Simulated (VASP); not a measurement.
Wanted: the native input for a VASP 6.6.1 run.

* Task: single point
* Functional: HSE(alpha, omega)
* Potentials or basis: VASP PAW PBE potentials, release 64 (Pb_d, O)
* Cutoff: 520 eV
* k mesh: 4 × 4 × 3
* Occupations: fermi-dirac, width 0.05 eV
* Spin: no spin polarisation
* Share of exact exchange: 0.1
* Grid for exact exchange (PRECFOCK): Fast
* Further INCAR settings: ALGO = Normal; EDIFF = 1e-07; NBANDS = 28

The system is PbO (Litharge).

```xyz
4
Lattice="3.9900 0.0000 0.0000 0.0000 3.9900 0.0000 0.0000 0.0000 5.0100" Properties=species:S:1:pos:R:3 pbc="T T T"
Pb    1.9950    0.0000    3.8076
Pb    0.0000    1.9950    1.2024
O     1.9950    1.9950    0.0000
O     0.0000    0.0000    0.0000
```

One way to write it, as run:

POSCAR

```
PbO
1.0
    3.9900000000      0.0000000000      0.0000000000
    0.0000000000      3.9900000000      0.0000000000
    0.0000000000      0.0000000000      5.0100000000
Pb O
2 2
Direct
    0.5000000000      0.0000000000      0.7600000000
    0.0000000000      0.5000000000      0.2400000000
    0.5000000000      0.5000000000      0.0000000000
    0.0000000000      0.0000000000      0.0000000000
```

INCAR.step1

```
ALGO = Normal
EDIFF = 1E-5
ENCUT = 520
GGA = PE
ISIF = 2
ISMEAR = -1
LASPH = True
LREAL = False
LWAVE = True
NBANDS = 28
NELM = 80
PREC = Accurate
SIGMA = 0.05
```

INCAR.step2

```
AEXX = 0.1
ALGO = Normal
EDIFF = 1E-7
ENCUT = 520
GGA = PE
HFSCREEN = 0.2
ISIF = 2
ISMEAR = -1
ISTART = 1
LASPH = True
LCHARG = False
LHFCALC = True
LREAL = False
LWAVE = False
NBANDS = 28
NELM = 80
PREC = Accurate
PRECFOCK = Fast
SIGMA = 0.05
```

KPOINTS

```
k-points
0
Gamma
  4 4 3
```

Potentials or basis: VASP PAW PBE potentials, release 64 (Pb_d, O).

Run with:

```console
$ cat potpaw_PBE.64/Pb_d/POTCAR potpaw_PBE.64/O/POTCAR > POTCAR
$ cp INCAR.step1 INCAR
$ mpirun -np 1 vasp_std > vasp.out
$ cp INCAR.step2 INCAR
$ mpirun -np 1 vasp_std > vasp.out
```

It gave:

The pressure is 1.5 GPa, the largest force is 0.228 eV/Å and the band gap on the k mesh is 1.42 eV, indirect (least direct gap 2.54 eV).

Caveat: the PAW data sets were made with another functional, which shifts forces and pressure a little; spin-orbit coupling is left out, which as a rule narrows the gap of such compounds by several tenths of an eV; an odd mesh through Γ misses points on the zone boundary, where band edges often lie.

It took 8.5 min on 1 thread of Intel(R) Xeon(R) 6975P-C (Granite Rapids), on a shared host, peak memory 0.29 GiB.
